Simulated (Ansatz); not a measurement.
# Sn (Immm), one atom moved along a line

Computed with DFT LDA, scalar-relativistic, plane waves, PAW in Ansatz. Cutoff 420 eV, Γ-centred 10×10×10 k-points, Gaussian smearing of 0.15 eV. No spin polarisation. Energies are free energies at this smearing, counted from the undisturbed cell; pressure is positive in compression.

The starting cell (as given, not relaxed at this level; it stands at -4.8 GPa; this form isn't the usual structure):

```
Sn
1.0
    -3.45308    3.55109   -4.67668
    -3.45308   -3.55109    4.67668
     3.45308    3.55109    4.67668
Sn
8
Direct
  0.50000 0.50000 0.00000
  0.50000 0.00000 0.00000
  0.00000 0.50000 0.00000
  0.00000 0.00000 0.00000
  0.50000 0.50000 0.50000
  0.50000 0.00000 0.50000
  0.00000 0.50000 0.50000
  0.00000 0.00000 0.50000
```

Atom 1 (Sn) is moved by x along the Cartesian unit vector (0.707, 0.707, 0.000); the cell and all other atoms stay fixed. The cell is metallic on the mesh throughout.

```
  x (Å)  ΔE (meV/cell) force along x on the moved atoms (eV/Å) pressure (GPa)
-0.3000           26.4                                     0.21            -4.5
-0.1500            5.7                                     0.08            -4.7
 0.0000            0.0                                     0.00            -4.8
 0.0750              ?                                    -0.04               ?
 0.2250           13.6                                    -0.14            -4.6
```

(1) Give the withheld values.

## Answers

(1) ΔE (meV/cell) at x (Å) = 0.0750: 1.4; pressure (GPa) at x (Å) = 0.0750: -4.7.